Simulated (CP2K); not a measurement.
The system is HfO2.

```
Hf O
1.0
     3.55802    0.00000    0.00000
     0.00000    3.55802    0.00000
     0.00000    0.00000    5.17186
Hf O
2 4
Direct
  0.00000 0.00000 0.00000
  0.50000 0.50000 0.50000
  0.00000 0.50000 0.19721
  0.50000 0.00000 0.30279
  0.50000 0.00000 0.80279
  0.00000 0.50000 0.69721
```

Measurements of this composition are mostly on another form, of space group No. 14.

Base run:

| Item | Value |
| --- | --- |
| Program | CP2K 2026.2 |
| Functional | LDA |
| Potentials or basis | POTENTIAL_UZH Hf GTH-PBE-q12, O GTH-PBE-q6; DZVP-MOLOPT-PBE-GTH basis |
| Density cutoff | 11565 eV |
| k mesh | 8 × 8 × 5 |
| Occupations | fermi-dirac, width 0.05 eV |
| Spin | no spin polarisation |

Its results: band gap on the k mesh 4.69 eV, indirect (least direct gap 4.78 eV); pressure -6.3 GPa; largest force 0.013 eV/Å.

Task: After a change of settings the same cell gave: band gap on the k mesh 4.86 eV, indirect (least direct gap 4.94 eV); pressure 3.9 GPa; largest force 0.011 eV/Å. Which change was it?
A. functional from LDA to PBE
B. functional from LDA to vdW-DF-cx
C. functional from LDA to rev-vdW-DF2
D. functional from LDA to BLYP

Result: A.

PBE binds less tightly than LDA, so the same cell stands under more pressure.

Caveats: spin-orbit coupling is left out, which moves the levels of the heavy elements; the basis of atomic orbitals isn't converged, which shifts pressures, moduli and gaps; the potentials were made for another functional, which shifts forces and pressure (some runs).
